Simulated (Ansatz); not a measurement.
Computed with Ansatz on PBE0-D4/def2-TZVP structures; ΔE is electronic, products minus reactants. CCSD(T)/CBS is the MP2 limit (def2-TZVPP, def2-QZVPP) plus CCSD(T) − MP2 in def2-TZVPP, frozen cores. This one scheme is used for every species. DFT in def2-TZVPP.

Reaction (adduct formation): BH₃ + `c1ccncc1` → `[BH3-][n+]1ccccc1`

```json
{"level": "LDA (SPW92)", "ΔE (kJ/mol)": "-222.7"}
{"level": "BLYP-D4", "ΔE (kJ/mol)": "-148.4"}
{"level": "ωB97M-V", "ΔE (kJ/mol)": "-149.9"}
{"level": "SCS-MP2/def2-QZVPP", "ΔE (kJ/mol)": "-138.5"}
```

Task: What does CCSD(T)/CBS give? (Estimate.)

Result: Ansatz gave: -147.4 kJ/mol. The listed levels differ from it by -75.3, -1.0, -2.5, 8.9 kJ/mol.

Largest T1 diagnostic among the species: 0.013.

From PBE to PBE0 (25 % exact exchange), in def2-TZVPP and without D4, ΔE moves by +4.6 kJ/mol. The D4 term adds −14.4 kJ/mol with B3LYP and −8.0 kJ/mol with PBE0; it sums over pairs of atoms, weighted by their polarisabilities, and B3LYP, whose exchange is more repulsive, gets the larger term.

CCSD(T)/CBS has its own doubt, a few kJ/mol and more with outer-core shells, so smaller differences from it don't rank the levels.

B3LYP here is the variant with VWN-RPA as its local correlation; programs differ in this.
